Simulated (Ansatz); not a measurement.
Crystal: Ge.

```xyz
12
Lattice="5.9300 0.0000 0.0000 0.0000 5.9300 0.0000 0.0000 0.0000 6.9800" Properties=species:S:1:pos:R:3 pbc="T T T"
Ge    2.2237    0.9885    5.2350
Ge    1.9765    5.1887    3.4900
Ge    3.7062    4.9415    1.7450
Ge    3.9535    0.7412    0.0000
Ge    5.1887    1.9765    3.4900
Ge    4.9415    3.7062    5.2350
Ge    0.7412    3.9535    0.0000
Ge    0.9885    2.2237    1.7450
Ge    3.4097    2.5202    1.7450
Ge    5.4852    5.4852    3.4900
Ge    2.5202    3.4097    5.2350
Ge    0.4447    0.4447    0.0000
```

This isn't the form of Ge at room conditions, which is diamond.

Base run:

```yaml
Program: Ansatz 0.2.0
Functional: PBEsol
Potentials_or_basis: Ansatz PAW
Cutoff: "420 eV (not typed: the program's choice for these potentials)"
k_mesh: 5 × 5 × 4
Occupations: fermi-dirac, width 0.05 eV
Spin: no spin polarisation
```

Its results: band gap on the k mesh 0.67 eV, direct; pressure 0.5 GPa; largest force 0.854 eV/Å.

The run is repeated on the same cell with these changes: functional from PBEsol to r2SCAN; cutoff from 420 eV (not typed: the program's choice for these potentials) to 500 eV (not typed: the program's choice for these potentials). What comes out?

Band gap on the k mesh 0.99 eV, indirect (least direct gap 1.00 eV); pressure 1.3 GPa; largest force 0.907 eV/Å.

r2SCAN gives the wider gap, since meta-GGAs in the generalised Kohn-Sham scheme recover part of the derivative discontinuity.

Caveats: the k mesh misses the band edges, so the gap on the mesh is wider than the one along the path; the PAW data sets come from PBE, with cores solved anew for the run's functional, which leaves a small shift of forces and pressure.
